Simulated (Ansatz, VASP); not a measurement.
## MgO in VASP and in Ansatz

The input INCAR:

```
PREC = Accurate
ENCUT = 520
EDIFF = 1E-6
ISMEAR = 0
SIGMA = 0.05
LREAL = False
LASPH = True
NELM = 60
ALGO = Normal
ISIF = 2
LWAVE = False
LCHARG = True
GGA = PS
LELF = True
LVHAR = True
NBANDS = 11
```

KPOINTS

```
Automatic mesh
0
Gamma
  10 10 10
```

POSCAR

```
MgO
1.0
    0.0000000000      2.1351500000      2.1351500000
    2.1351500000      0.0000000000      2.1351500000
    2.1351500000      2.1351500000      0.0000000000
Mg O
1 1
Direct
    0.0000000000      0.0000000000      0.0000000000
    0.5029271948      0.5029271948      0.4970728052
```

Input for Ansatz:

```yaml
crystal:
  lattice:
    - [0.0, 2.13515, 2.13515]
    - [2.13515, 0.0, 2.13515]
    - [2.13515, 2.13515, 0.0]
  atoms:
    - { symbol: Mg, position: [0.0, 0.0, 0.0] }
    - { symbol: O, position: [0.5029271948, 0.5029271948, 0.4970728052] }
basis:
  ecutwfc: 420
kpoints:
  mp_grid: { grid: [10, 10, 10] }
hamiltonian:
  xc: pbesol
scf:
  occupations: { method: gaussian, width: 0.05 }
output:
  forces: true
  stress: true
  eigenvalues: true
```

Change from the starting cell: all O atoms moved +0.013 Å, as atom 2 along Cartesian [0 0 1].

Alike in both runs: task single point; functional PBEsol; k mesh 10 × 10 × 10; occupations gaussian, width 0.05 eV; no spin polarisation.

```csv
,VASP,Ansatz
version,VASP 6.6.1,Ansatz 0.2.0
potentials or method,"VASP PAW PBE potentials, release 64 (Mg, O)","scalar-relativistic, plane waves, PAW"
plane-wave cutoff (eV),520,420
valence electrons in the cell,8,16
```

VASP gave:

```
gap on the k mesh at the Fermi level (eV) : 4.25
least direct gap on the mesh (eV)         : 4.25
pressure (GPa)                            : -6.3
rms of the force components (eV/Å)        : 0.032
```

Question: Which values does Ansatz return?

Answer: gap on the k mesh at the Fermi level (eV): 4.25; least direct gap on the mesh (eV): 4.25; pressure (GPa): -5.7; rms of the force components (eV/Å): 0.032.

Atom by atom the forces differ by 0.000 eV/Å (rms over components). The two sets of potentials don't hold the same shells in valence.

Caveats: the PAW data sets were made with another functional, which shifts forces and pressure a little (VASP).
